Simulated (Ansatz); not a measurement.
# CoSn2: the cost of one run

Computed with Ansatz 0.2.0 (DFT PBEsol, scalar-relativistic, plane waves, PAW, unless a step's input says otherwise).

## (1) The starting structure

It takes space group I4/mcm (No. 140, tetragonal). The conventional cell has a = 6.280 Å, b = 6.280 Å, c = 5.398 Å, α = 90.00°, β = 90.00°, γ = 90.00°. Co (site symmetry 422) is surrounded by 2 Co at 2.70 Å and 8 Sn at 2.70 Å. Sn (site symmetry m2m) is surrounded by 4 Co at 2.70 Å and 3 Sn at 2.95 to 3.08 Å.

As a file:

```cif
data_structure
_symmetry_space_group_name_H-M 'I4/mcm'
_symmetry_Int_Tables_number 140
_cell_length_a 6.2796
_cell_length_b 6.2796
_cell_length_c 5.3975
_cell_angle_alpha 90.000
_cell_angle_beta 90.000
_cell_angle_gamma 90.000
_cell_volume 212.84
loop_
_atom_site_label
_atom_site_type_symbol
_atom_site_symmetry_multiplicity
_atom_site_Wyckoff_symbol
_atom_site_fract_x
_atom_site_fract_y
_atom_site_fract_z
_atom_site_occupancy
Co1 Co 4 a 0.00000 0.00000 0.25000 1
Sn1 Sn 8 h 0.16633 0.66633 0.00000 1
```

It is the result of an earlier relaxation at this level (volume 17.74 Å³/atom; gap on the mesh: none (metal)).

## (2) Zero of energy

The reference gives a free energy of -33985.8489 eV, pressure 0.03 GPa, largest force 0.005 eV/Å and gap on the mesh none (metal). It was computed beforehand with the settings of the runs below.

## (3) The scan: biaxial against axial strain

The cell is strained by p along both x and y and by q along z, with fractional coordinates fixed.

## (4) p = -0.050, q = -0.050

File input.yaml:

```yaml
crystal:
  lattice:
    - [-2.982795814, 2.982795814, 2.5638203688]
    - [2.982795814, -2.982795814, 2.5638203688]
    - [2.982795814, 2.982795814, -2.5638203688]
  atoms:
    - { symbol: Co, position: [0.25, 0.25, 0.0] }
    - { symbol: Co, position: [0.75, 0.75, 0.0] }
    - { symbol: Sn, position: [0.6663276314, 0.1663276314, 0.8326552628] }
    - { symbol: Sn, position: [0.1663276314, 0.3336723686, 0.5] }
    - { symbol: Sn, position: [0.3336723686, 0.8336723686, 0.1673447372] }
    - { symbol: Sn, position: [0.8336723686, 0.6663276314, 0.5] }
basis:
  ecutwfc: 420
kpoints:
  mp_grid: { grid: [12, 12, 12] }
hamiltonian:
  xc: pbesol
scf:
  occupations: { method: gaussian, width: 0.15 }
output:
  forces: true
  stress: true
  eigenvalues: true
  write_density: true
  write_potential: true
  elf: true
  volumetric_format: npy
```

Launch:

```console
> ansatz run input.yaml --threads 2 --pin off --max-ram 5120MiB --backend cpu --events-out ev --progress --plain --runs-dir out
```

**Question.** How long does this run take on 2 threads of Arm Neoverse V1, shared host, and how much memory does it need?

About 43 s, with a peak of 0.78 GiB.
